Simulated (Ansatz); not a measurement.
## Relaxing Be

Method: DFT PBEsol, scalar-relativistic, plane waves, PAW in Ansatz 0.2.0. Cutoff 420 eV, Γ-centred k mesh, Gaussian smearing, no spin polarisation in the final step.

Be was placed on the omega structure type (P6/mmm, No. 191), at a guessed volume.

```
Be
1.0
     3.73533    0.00000    0.00000
    -1.86766    3.23489    0.00000
     0.00000    0.00000    2.28992
Be
3
Direct
  0.00000 0.00000 0.00000
  0.33333 0.66667 0.50000
  0.66667 0.33333 0.50000
```

Cell and atoms relax at zero pressure; the relaxation can't lower the symmetry of the start. After a coarse first stage the cell is made exact in the group found at 0.06 Å.

Energies count from the standard state of Be at the same level.

Task: What does it relax into?

Result: It keeps P6/mmm (No. 191). The result has the omega structure. Conventional cell: a = 3.561 Å, c = 2.183 Å. Be on Wyckoff site a (1 atom of the primitive cell) is coordinated by 2 Be at 2.18 Å and 12 Be at 2.33 Å; Be on Wyckoff site d (2 atoms of the primitive cell) has 3 Be at 2.06 Å, 2 Be at 2.18 Å and 6 Be at 2.33 Å.

```cif
data_structure
_symmetry_space_group_name_H-M 'P6/mmm'
_symmetry_Int_Tables_number 191
_cell_length_a 3.5611
_cell_length_b 3.5611
_cell_length_c 2.1831
_cell_angle_alpha 90.000
_cell_angle_beta 90.000
_cell_angle_gamma 120.000
_cell_volume 23.98
loop_
_atom_site_label
_atom_site_type_symbol
_atom_site_symmetry_multiplicity
_atom_site_Wyckoff_symbol
_atom_site_fract_x
_atom_site_fract_y
_atom_site_fract_z
_atom_site_occupancy
Be1 Be 1 a 0.00000 0.00000 0.00000 1
Be2 Be 2 d 0.33333 0.66667 0.50000 1
```

Task: What are its volume, energy, density and gap?

Result: The volume per atom is 7.99 Å³ and the density is 1.87 g/cm³. The energy over the standard structure is 0.19 eV/atom and the gap on the 15×15×20 mesh is 0 eV (a metal).

The final run used a 15×15×20 mesh on its 3-atom cell and 0.10 eV smearing. The k mesh leaves about 4 meV/atom of noise in metals. A later test with randomly moved atoms lowered the energy by 185 meV/atom on a coarse mesh, so it isn't stable against such moves and is likely a saddle point held by symmetry. The steps took roughly 21 core-seconds in all.

This form isn't the element's structure at ambient conditions.